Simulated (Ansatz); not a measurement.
Crystal: Al3Cu.

```
Cu Al
1.0
     3.92415    0.00000    0.00000
     0.00000    3.92415    0.00000
     0.00000    0.00000    3.92415
Cu Al
1 3
Direct
  0.00000 0.00000 0.00000
  0.50000 0.50000 0.00000
  0.50000 0.00000 0.50000
  0.00000 0.50000 0.50000
```

The cell comes from a database or a generator and needn't be the stable form of this composition.

| Item | Value |
| --- | --- |
| Program | Ansatz 0.2.0 |
| Task | single point |
| Functional | PBEsol |
| Potentials or basis | all-electron LAPW, scalar-relativistic |
| Cutoff | 196 eV (chosen from the basis error) |
| Basis error allowed | 0.001 eV/atom |
| k mesh | 7 × 7 × 7 |
| Occupations | fermi-dirac, width 0.05 eV |
| Spin | no spin polarisation |

On this cell: pressure -2.5 GPa; largest force zero by symmetry; band gap on the k mesh none (metal or under the smearing width).

The same run follows on a disturbed copy (atoms moved at random, drawn with an rms of 0.05 Å):

```xyz
4
Lattice="3.9242 0.0000 0.0000 0.0000 3.9242 0.0000 0.0000 0.0000 3.9242" Properties=species:S:1:pos:R:3 pbc="T T T"
Cu    0.0090   -0.0004   -0.0258
Al    1.9555    1.9582   -0.0117
Al    1.9478   -0.0028    1.9632
Al   -0.0027    1.9668    1.9821
```

Question: What does the disturbed cell give?

Answer: The energy (extrapolated to zero smearing) moves by +1.0 meV/atom; pressure -2.5 GPa; largest force 0.162 eV/Å; band gap on the k mesh none (metal or under the smearing width).

Forces in eV/Å, atoms in the order of the input:
```
Cu  -0.032  0.003  0.062
Al   0.028  0.006  0.157
Al   0.061  0.021 -0.070
Al  -0.057 -0.030 -0.149
```
